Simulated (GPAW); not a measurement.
# Sb (Pm-3m) in GPAW: single point with r2SCAN

Aim: the single point of Sb with r2SCAN.

Program: GPAW 26.7.0. These are calculated values, not measurements. Logs are shortened: lines on timing, memory, paths and dates and some standing lists are left out, and cuts for length are marked. The log counts tension as positive stress, the text compression.

## 1. Starting point

Symmetry: Pm-3m, No. 221, cubic system. Conventional cell: a = 3.160 Å, b = 3.160 Å, c = 3.160 Å, α = 90.00°, β = 90.00°, γ = 90.00°. Around Sb (site symmetry m-3m) lie 6 Sb at 3.16 Å.

This isn't the form of Sb at room conditions, which is rhombohedral.

## 2. Single point, r2SCAN

Contents of run.py:

```python
from ase.dft.bandgap import bandgap
from ase.io import read, write
from ase.units import GPa
from gpaw import GPAW, PW

atoms = read('Sb.cif')

calc = GPAW(mode=PW(500),
            xc='MGGA_X_R2SCAN+MGGA_C_R2SCAN',
            kpts={'size': (7, 7, 7), 'gamma': True},
            occupations={'name': 'fermi-dirac', 'width': 0.05},
            nbands=15,
            maxiter=120,
            txt='gpaw.txt')
atoms.calc = calc
energy = atoms.get_potential_energy()
forces = atoms.get_forces()
stress = atoms.get_stress()
calc.write('gs.gpw')
write('result.traj', atoms)
print(f'Energy: {energy:.6f} eV')
print('Forces (eV/A):')
print(forces.round(4))
print('Stress (GPa):', (stress / GPa).round(3))
print('Fermi level:', round(calc.get_fermi_level(), 4), 'eV')
print(f'Gap: {bandgap(calc)[0]:.4f} eV, direct: {bandgap(calc, direct=True)[0]:.4f} eV')
```

Contents of Sb.cif:

```cif
data_Sb
_cell_length_a 3.16000000
_cell_length_b 3.16000000
_cell_length_c 3.16000000
_cell_angle_alpha 90.00000000
_cell_angle_beta 90.00000000
_cell_angle_gamma 90.00000000
_space_group_name_H-M_alt 'Pm-3m'
_space_group_name_Hall '-P 4 2 3'
_space_group_IT_number 221
loop_
_space_group_symop_operation_xyz
'x,y,z'
'-x,-y,-z'
'-y,x,z'
'y,-x,-z'
'-x,-y,z'
'x,y,-z'
'y,-x,z'
'-y,x,-z'
'x,-y,-z'
'-x,y,z'
'-y,-x,-z'
'y,x,z'
'-x,y,-z'
'x,-y,z'
'y,x,-z'
'-y,-x,z'
'z,x,y'
'-z,-x,-y'
'z,-y,x'
'-z,y,-x'
'z,-x,-y'
'-z,x,y'
'z,y,-x'
'-z,-y,x'
'-z,x,-y'
'z,-x,y'
'-z,-y,-x'
'z,y,x'
'-z,-x,y'
'z,x,-y'
'-z,y,x'
'z,-y,-x'
'y,z,x'
'-y,-z,-x'
'x,z,-y'
'-x,-z,y'
'-y,z,-x'
'y,-z,x'
'-x,z,y'
'x,-z,-y'
'-y,-z,x'
'y,z,-x'
'-x,-z,-y'
'x,z,y'
'y,-z,-x'
'-y,z,x'
'x,-z,y'
'-x,z,-y'
loop_
_atom_site_label
_atom_site_type_symbol
_atom_site_symmetry_multiplicity
_atom_site_Wyckoff_symbol
_atom_site_fract_x
_atom_site_fract_y
_atom_site_fract_z
_atom_site_occupancy
Sb1 Sb 1 a 0.0000000000 0.0000000000 0.0000000000 1
```

Potentials or basis: GPAW PAW data sets (gpaw-data 1.2.1), pw.

Run with:

```
$ OMP_NUM_THREADS=1 python run.py
```

gpaw.txt:

```text
__  _  _
 | _ |_)|_||  |
 |__||  | ||/\| - 26.7.0

Input parameters:
  mode=PW(ecut=500.0),
  kpts=MonkhorstPack(size=(7, 7, 7), gamma=True),
  maxiter=120,
  nbands=15,
  occupations=Occupations(name='fermi-dirac', width=0.05),
  xc=XC(name='MGGA_X_R2SCAN+MGGA_C_R2SCAN')

Diagonalizing LCAO Hamiltonian
Converting LCAO to pw mode
   .-------.
  /|       |
 * |       |
 | |       |
 | .-------.
 |/       /
 Sb------*

Atoms  # Å, Bohr magnetons
|   | symbol |        x |        y |        z |    initial magnetic moments |
|---|--------|----------|----------|----------|-----------------------------|
| 0 |     Sb | 0.000000 | 0.000000 | 0.000000 | ( 0.0000,  0.0000,  0.0000) |

Unit cell  # Å
| periodic |        x |        y |        z |  lengths |    angles |
|----------|----------|----------|----------|----------|-----------|
|      yes | 3.160000 | 0.000000 | 0.000000 | 3.160000 | 90.000000 |
|      yes | 0.000000 | 3.160000 | 0.000000 | 3.160000 | 90.000000 |
|      yes | 0.000000 | 0.000000 | 3.160000 | 3.160000 | 90.000000 |

Number of symmetries: 48
Symmetry operations  # r_c * U_cc + t_c -> r_c
|    | kind |            matrix            |
|----|------|------------------------------|
|  0 |  E   |  1, 0, 0,  0, 1, 0,  0, 0, 1 |
|  1 |  σ   |  1, 0, 0,  0, 1, 0,  0, 0,-1 |
|  2 |  σ   |  1, 0, 0,  0, 0, 1,  0, 1, 0 |
|  3 |  C4  |  1, 0, 0,  0, 0, 1,  0,-1, 0 |
|  4 |  C4  |  1, 0, 0,  0, 0,-1,  0, 1, 0 |
|  5 |  σ   |  1, 0, 0,  0, 0,-1,  0,-1, 0 |
|  6 |  σ   |  1, 0, 0,  0,-1, 0,  0, 0, 1 |
|  7 |  C2  |  1, 0, 0,  0,-1, 0,  0, 0,-1 |
|  8 |  σ   |  0, 1, 0,  1, 0, 0,  0, 0, 1 |
|  9 |  C2  |  0, 1, 0,  1, 0, 0,  0, 0,-1 |
| 10 |  C3  |  0, 1, 0,  0, 0, 1,  1, 0, 0 |
| 11 |  S6  |  0, 1, 0,  0, 0, 1, -1, 0, 0 |
| 12 |  S6  |  0, 1, 0,  0, 0,-1,  1, 0, 0 |
| 13 |  C3  |  0, 1, 0,  0, 0,-1, -1, 0, 0 |
| 14 |  C4  |  0, 1, 0, -1, 0, 0,  0, 0, 1 |
| 15 |  S4  |  0, 1, 0, -1, 0, 0,  0, 0,-1 |
| 16 |  C3  |  0, 0, 1,  1, 0, 0,  0, 1, 0 |
| 17 |  S6  |  0, 0, 1,  1, 0, 0,  0,-1, 0 |
| 18 |  σ   |  0, 0, 1,  0, 1, 0,  1, 0, 0 |
| 19 |  C4  |  0, 0, 1,  0, 1, 0, -1, 0, 0 |
| 20 |  C2  |  0, 0, 1,  0,-1, 0,  1, 0, 0 |
| 21 |  S4  |  0, 0, 1,  0,-1, 0, -1, 0, 0 |
| 22 |  S6  |  0, 0, 1, -1, 0, 0,  0, 1, 0 |
| 23 |  C3  |  0, 0, 1, -1, 0, 0,  0,-1, 0 |
| 24 |  S6  |  0, 0,-1,  1, 0, 0,  0, 1, 0 |
| 25 |  C3  |  0, 0,-1,  1, 0, 0,  0,-1, 0 |
| 26 |  C4  |  0, 0,-1,  0, 1, 0,  1, 0, 0 |
| 27 |  σ   |  0, 0,-1,  0, 1, 0, -1, 0, 0 |
| 28 |  S4  |  0, 0,-1,  0,-1, 0,  1, 0, 0 |
| 29 |  C2  |  0, 0,-1,  0,-1, 0, -1, 0, 0 |
| 30 |  C3  |  0, 0,-1, -1, 0, 0,  0, 1, 0 |
| 31 |  S6  |  0, 0,-1, -1, 0, 0,  0,-1, 0 |
| 32 |  C4  |  0,-1, 0,  1, 0, 0,  0, 0, 1 |
| 33 |  S4  |  0,-1, 0,  1, 0, 0,  0, 0,-1 |
| 34 |  S6  |  0,-1, 0,  0, 0, 1,  1, 0, 0 |
| 35 |  C3  |  0,-1, 0,  0, 0, 1, -1, 0, 0 |
| 36 |  C3  |  0,-1, 0,  0, 0,-1,  1, 0, 0 |
| 37 |  S6  |  0,-1, 0,  0, 0,-1, -1, 0, 0 |
| 38 |  σ   |  0,-1, 0, -1, 0, 0,  0, 0, 1 |
| 39 |  C2  |  0,-1, 0, -1, 0, 0,  0, 0,-1 |
| 40 |  σ   | -1, 0, 0,  0, 1, 0,  0, 0, 1 |
| 41 |  C2  | -1, 0, 0,  0, 1, 0,  0, 0,-1 |
| 42 |  C2  | -1, 0, 0,  0, 0, 1,  0, 1, 0 |
| 43 |  S4  | -1, 0, 0,  0, 0, 1,  0,-1, 0 |
| 44 |  S4  | -1, 0, 0,  0, 0,-1,  0, 1, 0 |
| 45 |  C2  | -1, 0, 0,  0, 0,-1,  0,-1, 0 |
| 46 |  C2  | -1, 0, 0,  0,-1, 0,  0, 0, 1 |
| 47 |  i   | -1, 0, 0,  0,-1, 0,  0, 0,-1 |

BZ-sampling:
  Number of BZ points: 343
  Number of IBZ points: 20

  Monkhorst-Pack size: [7, 7, 7]
  Monkhorst-Pack shift: [0, 0, 0]

K-points  # in reciprocal-cell coordinates
|     |                                coordinates |     weight |
|-----|--------------------------------------------|------------|
|   0 | (  0.00000000,   0.00000000,   0.00000000) | 0.00291545 |
|   1 | (  0.14285714,   0.00000000,   0.00000000) | 0.01749271 |
|   2 | (  0.14285714,   0.14285714,   0.00000000) | 0.03498542 |
|   3 | (  0.14285714,   0.14285714,   0.14285714) | 0.02332362 |
|   4 | (  0.28571429,   0.00000000,   0.00000000) | 0.01749271 |
|   5 | (  0.28571429,   0.14285714,   0.00000000) | 0.06997085 |
|   6 | (  0.28571429,   0.14285714,   0.14285714) | 0.06997085 |
|   7 | (  0.28571429,   0.28571429,   0.00000000) | 0.03498542 |
|   8 | (  0.28571429,   0.28571429,   0.14285714) | 0.06997085 |
|   9 | (  0.28571429,   0.28571429,   0.28571429) | 0.02332362 |
| ... |                                            |            |
|  19 | (  0.42857143,   0.42857143,   0.42857143) | 0.02332362 |

Plane wave coefficients: 812
Cutoff: 500.0 eV

Spin-components: 1 (collinear spins)
Bands:           15
Projectors:      6
Spin-degeneracy: 2
Datatype:        complex128

Parallelization:
  kpt:    1
  domain: 1
  band:   1

Density:
  Valence electrons: 15.0
  Components: 1
  Grid points: [18 18 18]
  Charge: 0.0  # |e|

Potential:
  Grid points: [18 18 18]

species:
  Sb:
    name:    Antimony
    Z:       51.0
    valence: 15
    core:    36
    charge:  0.0  # [|e|]
    compensation charges:
      type: gauss
      rc: 0.36  # [Å]
      lmax: 2
    cutoffs:
      filter: 2.23  # [Å]
      core: 2.23  # [Å]
    projectors
    | kind |    occ | energy [eV] | rcut [Å] |
    |------|--------|-------------|----------|
    |   5s |  2.000 |     -12.815 |    1.154 |
    |   5p |  3.000 |      -4.830 |    1.233 |
    |   4d | 10.000 |     -33.514 |    1.196 |
    |    s |        |      14.396 |    1.154 |
    |    p |        |      22.381 |    1.233 |
    |    d |        |      -6.303 |    1.196 |

    Using partial waves for Sb as LCAO basis

Reference energy: -176281.558248  # eV

eigensolver:
  PPCG
  Converge bands: occupied
  niter=2

density mixing:
  MSR1-Mixer
  Pratt-step length: 0.05
  Maximum mixing coefficient: 0.75
  Old densities: 10
  SVD Regularization: 0.005
  Good broyden scale: 1.0
  Trust region scale: 1.0
  Backstep threshold: 4.0
  History deletion threshold: 6.0
  Fourier metric: weight=20.0, sigma=0.015

occupation numbers:
  Fermi-Dirac:
    width: 0.0500  # eV

poisson solver:
  ecut: 4000.0  # eV

xc functional:
  name: MGGA_X_R2SCAN+MGGA_C_R2SCAN with 2 nearest neighbor stencil

convergence criteria:
- Maximum [total energy] change in last 3 cyles: 0.0005 eV / valence electron
- Maximum integral of absolute [dens]ity change: 0.0001 electrons / valence electron
- Maximum integral of absolute [eigenst]ate change: 4e-08 eV^2 / valence electron
maximum number of iterations: 120

SCF iterations
|iter     | |      energy | eigst |  dens |
|---------|-|-------------|-------|-------|
|iter:   1| |  -20.897572 | +0.09 |       |
|iter:   2| |  -19.237222 | -1.06 | -1.78 |
|iter:   3| |-357935.054567 | +5.24 | -1.72 |
|iter:   4| |  -11.907075 | +2.56 | +1.91 |
|iter:   5| |  -19.196216 | +0.69 | -1.18 |
|iter:   6| |  -19.255964 | -0.95 | -2.07 |
|iter:   7| |  -19.257237 | -2.85 | -2.26 |
|iter:   8| |  -19.258091c| -3.76 | -2.39 |
|iter:   9| |  -19.258642c| -3.97 | -2.74 |
|iter:  10| |  -19.258735c| -4.74 | -2.93 |
|iter:  11| |  -19.258729c| -5.62 | -3.01 |
|iter:  12| |  -19.258728c| -5.76 | -3.26 |
|iter:  13| |  -19.258728c| -6.45 | -3.65 |
|iter:  14| |  -19.258728c| -7.22 | -4.13c|
|iter:  15| |  -19.258728c| -7.84c| -4.99c|

Converged in 15 steps
Energy contributions relative to reference atoms: (reference = -176281.558248)

Energy contributions:
  Kinetic:          -0.409223
  Coulomb:          -0.432665
  Zero:              0.039167
  External:          0.000000
  Xc:              -18.453809
  Entropy:          -0.004397
  Spinorbit:         0.000000
  ----------------------------
  Free energy:     -19.260926
  Extrapolated:    -19.258728

dipole moment: (-11.353623, -11.353623, -11.353623)  # |e|*Ang

Fermi level: 5.833
Eigenvalues  # (at kpt = [0.000, 0.000, 0.000])
| band index |      eig [eV] | occ [0-2] |
|------------|---------------|-----------|
|          0 |       -23.946 |     2.000 |
|          1 |       -23.946 |     2.000 |
|          2 |       -23.782 |     2.000 |
|          3 |       -23.782 |     2.000 |
|          4 |       -23.782 |     2.000 |
|          5 |        -6.484 |     2.000 |
|          6 |         9.326 |     0.000 |
|          7 |         9.326 |     0.000 |
|          8 |         9.326 |     0.000 |
|          9 |        13.406 |     0.000 |
|         10 |        13.406 |     0.000 |
|         11 |        14.825 |     0.000 |
|         12 |        26.336 |     0.000 |
|         13 |        26.617 |     0.000 |
|         14 |        27.388 |     0.000 |

No gap
No difference between direct/indirect transitions

Forces  # eV/Ang
|        x |        y |       z |
|----------|----------|---------|
| -0.00000 | -0.00000 | 0.00000 |  # Sb   0

Stress tensor  # eV/Ang^3
|         x |         y |        z |
|-----------|-----------|----------|
|  0.027699 | -0.000000 | 0.000000 |
| -0.000000 |  0.027699 | 0.000000 |
|  0.000000 |  0.000000 | 0.027699 |

# Writing to gs.gpw (mode='')
```

Wall time 11 s (1 thread of AMD EPYC 9R45 (Zen 5), shared host); peak memory 0.22 GiB.

Results:

```
Free energy            : -19.2609 eV
Pressure               : -4.4 GPa
Band gap on the k mesh : none (metal or under the smearing width)
```

Caveat: the cutoff is short for stress and forces, so pressures can be off by a GPa or more; the PAW data sets were made with another functional, which shifts forces and pressure a little. The run has no spin-orbit coupling, so splittings on Sb are missing.
